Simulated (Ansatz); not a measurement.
A strain series on Ge3N4 (P6_3/m) from a database of computed structures with HSE06 in Ansatz; the unstrained cell is the r2SCAN minimum. Spin-unpolarised throughout; all numbers are computed.

Input of the unstrained run:
```yaml
crystal:
  lattice:
    - [8.0439274434, 0.0, 0.0]
    - [-4.0219637217, 6.9662455122, 0.0]
    - [0.0, 0.0, 3.0800560706]
  atoms:
    - { symbol: Ge, position: [0.8286382129, 0.2349383835, 0.75] }
    - { symbol: Ge, position: [0.5936998293, 0.8286382129, 0.25] }
    - { symbol: Ge, position: [0.2349383835, 0.4063001707, 0.25] }
    - { symbol: Ge, position: [0.7650616165, 0.5936998293, 0.75] }
    - { symbol: Ge, position: [0.4063001707, 0.1713617871, 0.75] }
    - { symbol: Ge, position: [0.1713617871, 0.7650616165, 0.25] }
    - { symbol: "N", position: [0.6666666667, 0.3333333333, 0.75] }
    - { symbol: "N", position: [0.3333333333, 0.6666666667, 0.25] }
    - { symbol: "N", position: [0.6693909105, 0.9722062412, 0.75] }
    - { symbol: "N", position: [0.6971846693, 0.6693909105, 0.25] }
    - { symbol: "N", position: [0.9722062412, 0.3028153307, 0.25] }
    - { symbol: "N", position: [0.0277937588, 0.6971846693, 0.75] }
    - { symbol: "N", position: [0.3306090895, 0.0277937588, 0.25] }
    - { symbol: "N", position: [0.3028153307, 0.3306090895, 0.75] }
kpoints:
  mp_grid: { grid: [3, 3, 6] }
  band_path:
    path:
      - [0.0, 0.0, 0.0]
      - [0.5, 0.0, 0.0]
      - [0.3333333333, 0.3333333333, 0.0]
      - [0.0, 0.0, 0.5]
      - [0.5, 0.0, 0.5]
      - [0.3333333333, 0.3333333333, 0.5]
    npoints: 1
hamiltonian:
  xc: hse06
scf:
  occupations: { method: fixed }
  n_extra_bands: 7
output:
  forces: true
  stress: true
  eigenvalues: true
```

Its main results, and the levels near the gap at the points of the path (eV from the Fermi energy, bands numbered from 0, names kept under strain):
```
Crystal: 14 atoms, lattice volume = 172.594 Å³
Basis set: ecut = 420 eV, 3377 PW (Γ)
Symmetry: 12 space group operations
Space group: P63/m (ITA 176)
k-points: 12 of 54
Free energy (F): -28847.171126 eV
Fermi energy:    7.971279 eV
--- Forces (eV/Å), atoms counted from 1 ---
  atom   1  Ge    -0.00492      0.01047      0.00000
  atom   2  Ge    -0.01153      0.00098      0.00000
  atom   3  Ge      0.00661      0.00950      0.00000
  atom   4  Ge    -0.00661    -0.00950      0.00000
  atom   5  Ge      0.01153    -0.00098      0.00000
  atom   6  Ge      0.00492    -0.01047      0.00000
  atom   7  N       0.00000      0.00000      0.00000
  atom   8  N       0.00000      0.00000      0.00000
  atom   9  N       0.01454    -0.02796      0.00000
  atom  10  N       0.03149    -0.00139      0.00000
  atom  11  N     -0.01695    -0.02657      0.00000
  atom  12  N       0.01695      0.02657      0.00000
  atom  13  N     -0.01454      0.02796      0.00000
  atom  14  N     -0.03149      0.00139      0.00000
--- Stress (GPa, compression-positive) ---
       -0.654618       0.000000       0.000000
        0.000000      -0.654618       0.000000
        0.000000       0.000000      -0.590083
  P = ⅓ Tr σ = -0.6331 GPa (-6.331 kbar)
```
```tsv
point	band_59	band_60	band_61	band_62	band_63	band_64
Γ	-0.495	-0.210	0.000	3.701	5.080	5.080
M	-0.516	-0.105	-0.048	4.801	5.069	5.417
K	-0.845	-0.072	-0.072	5.128	5.398	5.398
A	-1.328	-1.293	-1.293	5.831	5.831	5.831
L	-1.236	-0.949	-0.949	5.442	5.442	6.609
H	-1.109	-1.041	-1.041	5.581	5.581	6.628
```

Uniaxial -3.0 % along z, other directions held. The input changes in these blocks:
```yaml
crystal:
  lattice:
    - [8.0439274434, 0.0, 0.0]
    - [-4.0219637217, 6.9662455122, 0.0]
    - [0.0, 0.0, 2.9876543884]
  atoms:
    - { symbol: Ge, position: [0.8293734269, 0.2371454859, 0.75] }
    - { symbol: Ge, position: [0.592227941, 0.8293734269, 0.25] }
    - { symbol: Ge, position: [0.2371454859, 0.407772059, 0.25] }
    - { symbol: Ge, position: [0.7628545141, 0.592227941, 0.75] }
    - { symbol: Ge, position: [0.407772059, 0.1706265731, 0.75] }
    - { symbol: Ge, position: [0.1706265731, 0.7628545141, 0.25] }
    - { symbol: "N", position: [0.6666666667, 0.3333333333, 0.75] }
    - { symbol: "N", position: [0.3333333333, 0.6666666667, 0.25] }
    - { symbol: "N", position: [0.6696845359, 0.9760271458, 0.75] }
    - { symbol: "N", position: [0.6936573902, 0.6696845359, 0.25] }
    - { symbol: "N", position: [0.9760271458, 0.3063426098, 0.25] }
    - { symbol: "N", position: [0.0239728542, 0.6936573902, 0.75] }
    - { symbol: "N", position: [0.3303154641, 0.0239728542, 0.25] }
    - { symbol: "N", position: [0.3063426098, 0.3303154641, 0.75] }
```

```
Crystal: 14 atoms, lattice volume = 167.416 Å³
Basis set: ecut = 420 eV, 3255 PW (Γ)
Symmetry: 12 space group operations
Space group: P63/m (ITA 176)
k-points: 12 of 54
Free energy (F): -28846.958466 eV
Fermi energy:    8.520523 eV
--- Forces (eV/Å), atoms counted from 1 ---
  atom   1  Ge    -0.00958      0.01074      0.00000
  atom   2  Ge    -0.01409    -0.00292      0.00000
  atom   3  Ge      0.00452      0.01367      0.00000
  atom   4  Ge    -0.00452    -0.01367      0.00000
  atom   5  Ge      0.01409      0.00292      0.00000
  atom   6  Ge      0.00958    -0.01074      0.00000
  atom   7  N       0.00000      0.00000      0.00000
  atom   8  N       0.00000      0.00000      0.00000
  atom   9  N       0.01562    -0.02350      0.00000
  atom  10  N       0.02816      0.00178      0.00000
  atom  11  N     -0.01254    -0.02527      0.00000
  atom  12  N       0.01254      0.02527      0.00000
  atom  13  N     -0.01562      0.02350      0.00000
  atom  14  N     -0.02816    -0.00178      0.00000
--- Stress (GPa, compression-positive) ---
        2.497414       0.000000       0.000000
        0.000000       2.497414       0.000000
        0.000000       0.000000      13.875780
  P = ⅓ Tr σ = 6.2902 GPa (62.902 kbar)
```
```tsv
point	band_59	band_60	band_61	band_62	band_63	band_64
Γ	-0.684	-0.224	0.000	3.901	5.355	5.355
M	-0.712	-0.113	-0.052	5.056	5.393	5.944
K	-1.052	-0.078	-0.078	5.438	5.835	5.835
A	-1.507	-1.507	-1.507	5.631	5.631	5.631
L	-1.427	-1.161	-1.161	5.271	5.271	6.527
H	-1.287	-1.270	-1.270	5.420	5.420	6.534
```

HSE06: the gap goes from 3.701 to 3.901 eV (+0.200 eV).

Another run changes these blocks:
```yaml
crystal:
  lattice:
    - [8.0439274434, 0.0, 0.0]
    - [-4.0219637217, 6.9662455122, 0.0]
    - [0.0, 0.0, 3.0184549492]
  atoms:
    - { symbol: Ge, position: [0.8291663795, 0.2364454376, 0.75] }
    - { symbol: Ge, position: [0.5927209419, 0.8291663795, 0.25] }
    - { symbol: Ge, position: [0.2364454376, 0.4072790581, 0.25] }
    - { symbol: Ge, position: [0.7635545624, 0.5927209419, 0.75] }
    - { symbol: Ge, position: [0.4072790581, 0.1708336205, 0.75] }
    - { symbol: Ge, position: [0.1708336205, 0.7635545624, 0.25] }
    - { symbol: "N", position: [0.6666666667, 0.3333333333, 0.75] }
    - { symbol: "N", position: [0.3333333333, 0.6666666667, 0.25] }
    - { symbol: "N", position: [0.6695759176, 0.9747423338, 0.75] }
    - { symbol: "N", position: [0.6948335838, 0.6695759176, 0.25] }
    - { symbol: "N", position: [0.9747423338, 0.3051664162, 0.25] }
    - { symbol: "N", position: [0.0252576662, 0.6948335838, 0.75] }
    - { symbol: "N", position: [0.3304240824, 0.0252576662, 0.25] }
    - { symbol: "N", position: [0.3051664162, 0.3304240824, 0.75] }
output:
  forces: true
  stress: true
  eigenvalues: true
  write_density: true
  write_potential: true
  elf: true
  volumetric_format: npy
```

```
Crystal: 14 atoms, lattice volume = 169.142 Å³
Basis set: ecut = 420 eV, 3305 PW (Γ)
Symmetry: 12 space group operations
Space group: P63/m (ITA 176)
k-points: 12 of 54
Free energy (F): -28847.082033 eV
Fermi energy:    8.333035 eV
--- Forces (eV/Å), atoms counted from 1 ---
  atom   1  Ge    -0.00855      0.00960      0.00000
  atom   2  Ge    -0.01259    -0.00261      0.00000
  atom   3  Ge      0.00404      0.01221      0.00000
  atom   4  Ge    -0.00404    -0.01221      0.00000
  atom   5  Ge      0.01259      0.00261      0.00000
  atom   6  Ge      0.00855    -0.00960      0.00000
  atom   7  N       0.00000      0.00000      0.00000
  atom   8  N       0.00000      0.00000      0.00000
  atom   9  N       0.01546    -0.02374      0.00000
  atom  10  N       0.02829      0.00152      0.00000
  atom  11  N     -0.01283    -0.02526      0.00000
  atom  12  N       0.01283      0.02526      0.00000
  atom  13  N     -0.01546      0.02374      0.00000
  atom  14  N     -0.02829    -0.00152      0.00000
--- Stress (GPa, compression-positive) ---
        1.389571       0.000000       0.000000
        0.000000       1.389571       0.000000
        0.000000       0.000000       8.795185
  P = ⅓ Tr σ = 3.8581 GPa (38.581 kbar)
```
```tsv
point	band_59	band_60	band_61	band_62	band_63	band_64
Γ	-0.618	-0.220	0.000	3.845	5.272	5.272
M	-0.644	-0.111	-0.051	4.985	5.294	5.765
K	-0.981	-0.076	-0.076	5.347	5.705	5.705
A	-1.447	-1.447	-1.447	5.703	5.703	5.703
L	-1.363	-1.090	-1.090	5.334	5.334	6.558
H	-1.227	-1.193	-1.193	5.480	5.480	6.569
```

Question: Which strain is this, and what did it do?

Answer: Uniaxial -2.0 % along z, other directions held, atoms relaxed again. HSE06: the gap goes from 3.701 to 3.845 eV (+0.144 eV).

Uniaxial -1.0 % along z, other directions held. The input changes in these blocks:
```yaml
crystal:
  lattice:
    - [8.0439274434, 0.0, 0.0]
    - [-4.0219637217, 6.9662455122, 0.0]
    - [0.0, 0.0, 3.0492555099]
  atoms:
    - { symbol: Ge, position: [0.8289339218, 0.2357159101, 0.75] }
    - { symbol: Ge, position: [0.5932180117, 0.8289339218, 0.25] }
    - { symbol: Ge, position: [0.2357159101, 0.4067819883, 0.25] }
    - { symbol: Ge, position: [0.7642840899, 0.5932180117, 0.75] }
    - { symbol: Ge, position: [0.4067819883, 0.1710660782, 0.75] }
    - { symbol: Ge, position: [0.1710660782, 0.7642840899, 0.25] }
    - { symbol: "N", position: [0.6666666667, 0.3333333333, 0.75] }
    - { symbol: "N", position: [0.3333333333, 0.6666666667, 0.25] }
    - { symbol: "N", position: [0.6694869443, 0.9734757907, 0.75] }
    - { symbol: "N", position: [0.6960111536, 0.6694869443, 0.25] }
    - { symbol: "N", position: [0.9734757907, 0.3039888464, 0.25] }
    - { symbol: "N", position: [0.0265242093, 0.6960111536, 0.75] }
    - { symbol: "N", position: [0.3305130557, 0.0265242093, 0.25] }
    - { symbol: "N", position: [0.3039888464, 0.3305130557, 0.75] }
```

```
Crystal: 14 atoms, lattice volume = 170.868 Å³
Basis set: ecut = 420 eV, 3329 PW (Γ)
Symmetry: 12 space group operations
Space group: P63/m (ITA 176)
k-points: 12 of 54
Free energy (F): -28847.151804 eV
Fermi energy:    8.150454 eV
--- Forces (eV/Å), atoms counted from 1 ---
  atom   1  Ge    -0.00877      0.00990      0.00000
  atom   2  Ge    -0.01296    -0.00265      0.00000
  atom   3  Ge      0.00419      0.01254      0.00000
  atom   4  Ge    -0.00419    -0.01254      0.00000
  atom   5  Ge      0.01296      0.00265      0.00000
  atom   6  Ge      0.00877    -0.00990      0.00000
  atom   7  N       0.00000      0.00000      0.00000
  atom   8  N       0.00000      0.00000      0.00000
  atom   9  N       0.01494    -0.02513      0.00000
  atom  10  N       0.02923      0.00037      0.00000
  atom  11  N     -0.01429    -0.02550      0.00000
  atom  12  N       0.01429      0.02550      0.00000
  atom  13  N     -0.01494      0.02513      0.00000
  atom  14  N     -0.02923    -0.00037      0.00000
--- Stress (GPa, compression-positive) ---
        0.336334       0.000000       0.000000
        0.000000       0.336334       0.000000
        0.000000       0.000000       3.977123
  P = ⅓ Tr σ = 1.5499 GPa (15.499 kbar)
```
```tsv
point	band_59	band_60	band_61	band_62	band_63	band_64
Γ	-0.556	-0.215	0.000	3.778	5.180	5.180
M	-0.579	-0.108	-0.049	4.898	5.185	5.588
K	-0.912	-0.074	-0.074	5.242	5.558	5.558
A	-1.388	-1.379	-1.379	5.769	5.769	5.769
L	-1.300	-1.020	-1.020	5.391	5.391	6.585
H	-1.168	-1.117	-1.117	5.533	5.533	6.600
```

HSE06: the gap goes from 3.701 to 3.778 eV (+0.076 eV).

Another run changes these blocks:
```yaml
crystal:
  lattice:
    - [8.0439274434, 0.0, 0.0]
    - [-4.0219637217, 6.9662455122, 0.0]
    - [0.0, 0.0, 3.1108566313]
  atoms:
    - { symbol: Ge, position: [0.8283782584, 0.2341859653, 0.75] }
    - { symbol: Ge, position: [0.5941922931, 0.8283782584, 0.25] }
    - { symbol: Ge, position: [0.2341859653, 0.4058077069, 0.25] }
    - { symbol: Ge, position: [0.7658140347, 0.5941922931, 0.75] }
    - { symbol: Ge, position: [0.4058077069, 0.1716217416, 0.75] }
    - { symbol: Ge, position: [0.1716217416, 0.7658140347, 0.25] }
    - { symbol: "N", position: [0.6666666667, 0.3333333333, 0.75] }
    - { symbol: "N", position: [0.3333333333, 0.6666666667, 0.25] }
    - { symbol: "N", position: [0.669326465, 0.9709823518, 0.75] }
    - { symbol: "N", position: [0.6983441132, 0.669326465, 0.25] }
    - { symbol: "N", position: [0.9709823518, 0.3016558868, 0.25] }
    - { symbol: "N", position: [0.0290176482, 0.6983441132, 0.75] }
    - { symbol: "N", position: [0.330673535, 0.0290176482, 0.25] }
    - { symbol: "N", position: [0.3016558868, 0.330673535, 0.75] }
```

```
Crystal: 14 atoms, lattice volume = 174.320 Å³
Basis set: ecut = 420 eV, 3389 PW (Γ)
Symmetry: 12 space group operations
Space group: P63/m (ITA 176)
k-points: 12 of 54
Free energy (F): -28847.142665 eV
Fermi energy:    7.797917 eV
--- Forces (eV/Å), atoms counted from 1 ---
  atom   1  Ge    -0.00875      0.00884      0.00000
  atom   2  Ge    -0.01203    -0.00316      0.00000
  atom   3  Ge      0.00328      0.01200      0.00000
  atom   4  Ge    -0.00328    -0.01200      0.00000
  atom   5  Ge      0.01203      0.00316      0.00000
  atom   6  Ge      0.00875    -0.00884      0.00000
  atom   7  N       0.00000      0.00000      0.00000
  atom   8  N       0.00000      0.00000      0.00000
  atom   9  N       0.01446    -0.02625      0.00000
  atom  10  N       0.02996    -0.00060      0.00000
  atom  11  N     -0.01550    -0.02565      0.00000
  atom  12  N       0.01550      0.02565      0.00000
  atom  13  N     -0.01446      0.02625      0.00000
  atom  14  N     -0.02996      0.00060      0.00000
--- Stress (GPa, compression-positive) ---
       -1.611922       0.000000       0.000000
        0.000000      -1.611922       0.000000
        0.000000       0.000000      -4.885177
  P = ⅓ Tr σ = -2.7030 GPa (-27.030 kbar)
```
```tsv
point	band_59	band_60	band_61	band_62	band_63	band_64
Γ	-0.438	-0.204	0.000	3.615	4.972	4.972
M	-0.457	-0.102	-0.046	4.693	4.945	5.249
K	-0.782	-0.070	-0.070	5.005	5.230	5.230
A	-1.270	-1.210	-1.210	5.887	5.887	5.887
L	-1.175	-0.880	-0.880	5.488	5.488	6.630
H	-1.052	-0.967	-0.967	5.623	5.623	6.652
```

Question: Which strain is this, and what did it do?

Answer: Uniaxial +1.0 % along z, other directions held, atoms relaxed again. HSE06: the gap goes from 3.701 to 3.615 eV (-0.087 eV).

Spin-orbit coupling is left out.

The program warns that its thresholds are loose for a hybrid's stress.

The meshes of the hybrids are coarse, so their gaps aren't converged to the digits shown.
